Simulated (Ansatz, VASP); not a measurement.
## Two plane-wave programs on CuI

```xyz
4
Lattice="3.9242 0.0000 0.0000 -1.9621 3.3985 0.0000 0.0000 0.0000 6.3364" Properties=species:S:1:pos:R:3 pbc="T T T"
Cu    0.0000    0.0000    0.0000
Cu    0.0000    0.0000    3.1682
I     0.0000    2.2656    1.5841
I     1.9621    1.1328    4.7523
```

Change from the starting cell: biaxial_xy strain -5.4%.

Alike in both runs: task single point; functional PBE; k mesh 12 × 12 × 4; occupations fermi-dirac, width 0.02 eV; no spin polarisation.

|  | VASP | Ansatz |
| --- | --- | --- |
| version | VASP 6.6.1 | Ansatz 0.2.0 |
| potentials or method | VASP PAW PBE potentials, release 64 (Cu, I) | plane waves, PAW |
| plane-wave cutoff (eV) | 520 | 420 |
| valence electrons in the cell | 36 | 72 |

VASP gave:

```
pressure (GPa)                                  : 7.7
largest component of the traceless stress (GPa) : 1.19
```

Q: Which values does Ansatz return?

A: Pressure (GPa): 7.7; largest component of the traceless stress (GPa): 1.20.

With one functional, cell and mesh, what is left measures potentials, basis and numerics. The two sets of potentials don't hold the same shells in valence.

 A k mesh can miss the band edges.
